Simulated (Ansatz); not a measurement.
Relaxing Li3S2

Theory: Ansatz 0.2.0, DFT PBE, scalar-relativistic, plane waves, PAW. Cutoff 420 eV, Γ-centred k mesh, Gaussian smearing, no spin polarisation in the final step.

The start puts Li3S2 on the sites of a reported La2O3 cell (P321, No. 150), with S in place of La, Li in place of O, at a guessed volume.

```xyz
5
Lattice="3.7968 0.0000 0.0000 -1.8984 3.2881 0.0000 0.0000 0.0000 5.9125" Properties=species:S:1:pos:R:3 pbc="T T T"
Li    0.4746    0.8220    0.0000
Li    2.8476    0.0000    0.0000
Li   -1.4238    2.4661    0.0000
S     0.0000    2.1921    1.4781
S     1.8984    1.0960    4.4344
```

Steps on the 6×6×4 mesh (5 atoms). 12 of 31 steps are shown, and the free energy counts from the last. Trial steps that were taken back and renewals of the plane-wave basis can be among the rows.

```csv
step,ΔF (meV/atom),V (Å³/atom),P (GPa),largest force component (eV/Å)
1,1515.4,14.76,18.66,3.187
4,877.2,19.51,4.36,0.433
6,755.6,21.75,1.76,0.142
9,665.9,21.76,0.36,0.258
12,553.0,19.09,0.92,1.087
15,361.9,17.68,1.55,0.764
17,333.9,18.99,-0.62,0.014
20,235.9,19.82,1.48,0.028
23,146.8,22.16,0.14,0.014
26,10.5,22.89,-0.10,0.066
28,6.6,22.99,0.02,0.004
31,0.0,23.27,0.05,0.000
```

Steps on the 6×6×12 mesh (5 atoms). 4 of 4 steps are shown, and the free energy counts from the last.

```tsv
step	ΔF (meV/atom)	V (Å³/atom)	P (GPa)
1	3.0	23.57	-0.22
2	0.6	23.57	0.14
3	0.0	23.58	-0.01
4	0.0	23.58	-0.01
```

A final relaxation ran on a 6×6×12 mesh. The relaxed crystal, P6/mmm (No. 191):

Space group P6/mmm (No. 191). a = 6.811 Å, b = 6.811 Å, c = 2.935 Å, α = 90.00°, β = 90.00°, γ = 120.00°
```csv
atom,site,symmetry,x,y,z
Li,3f,mmm,0.5000,0.5000,0.0000
S,2d,-6m2,0.3333,0.6667,0.5000
```

* Volume per atom: 23.58 Å³
* Density: 1.20 g/cm³
* Energy over the elements: -1.03 eV/atom
* Gap on the 6×6×12 mesh: 0 eV (a metal)

Formation energies are uncorrected and refer to the elements' standard structures at the same level.

The final run used a 6×6×12 mesh on its 5-atom cell and 0.10 eV smearing. For metals, differences of a few meV/atom aren't resolved.

Symmetry constrained the relaxation, so the result can be a saddle point.

Cost: 4 runs of about 1.1 core-minutes in all, on Intel Xeon 6975P-C (Granite Rapids) (shared hosts).